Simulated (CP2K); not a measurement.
**FeO (Wuestite): equation of state with PBEsol**

FeO (Wuestite):

```
Fe O
1.0
     3.04820    0.00000    0.00000
     1.52410    2.63982    0.00000
     1.52410    0.87994    2.48884
Fe O
1 1
Direct
  0.00000 0.00000 0.00000
  0.50000 0.50000 0.50000
```

```json
{
 "Program": "CP2K 2026.2",
 "Task": "equation of state",
 "Functional": "PBEsol",
 "Potentials or basis": "POTENTIAL_UZH Fe GTH-PBE-q16, O GTH-PBE-q6; TZVP-MOLOPT-PBE-GTH basis",
 "Density cutoff": "8163 eV",
 "k mesh": "11 × 11 × 11",
 "Occupations": "fermi-dirac, width 0.05 eV",
 "Spin": "collinear spin, ferromagnetic start",
 "Starting moments": "[3.0, 0.0] μB",
 "SCF solver": "diagonalisation with k points",
 "Quickstep method": "GPW",
 "EPS_DEFAULT": "1.0E-10",
 "EPS_SCF": "1.0E-6",
 "MAX_SCF": "150",
 "SCF_GUESS": "ATOMIC",
 "k points reduced by the point group": "yes",
 "Mesh centred on Gamma": "yes",
 "CHOLESKY": "OFF",
 "EPS_EIGVAL": "1.0E-7",
 "MIXING METHOD": "PULAY_MIXING",
 "MIXING ALPHA": "0.4",
 "NBUFFER": "6",
 "NGRIDS": "4",
 "Basis sets": "Fe TZVP-MOLOPT-PBE-GTH-q16, O TZVP-MOLOPT-PBE-GTH-q6",
 "Potentials": "Fe GTH-PBE-q16 of POTENTIAL_UZH, O GTH-PBE-q6 of POTENTIAL_UZH",
 "MULTIPLICITY of the start": "5",
 "ADDED_MOS": "[13, 17]",
 "REL_CUTOFF (Ry)": "60 Ry",
 "MIXING BETA (1/bohr)": "1.5 1/bohr",
 "CUTOFF of the grids": "600 Ry"
}
```

- Equilibrium volume: 9.62 Å³/atom
- Bulk modulus: 209 GPa
- Pressure derivative of the bulk modulus: 4.6

Energy against volume, from the lowest point:
| volume (Å³/atom) | energy (meV/atom) |
| --- | --- |
| 9.413 | 3.10 |
| 9.613 | 0.00 |
| 9.813 | 2.36 |
| 10.013 | 9.60 |
| 10.214 | 21.19 |
| 10.414 | 36.65 |
| 10.614 | 55.50 |

All runs of the series together: 19 min on 1 thread of Arm Neoverse V2, with other jobs on the host.

Caveat: the potentials were made for another functional, which shifts forces and pressure; the basis of atomic orbitals isn't converged, which shifts pressures, moduli and gaps.
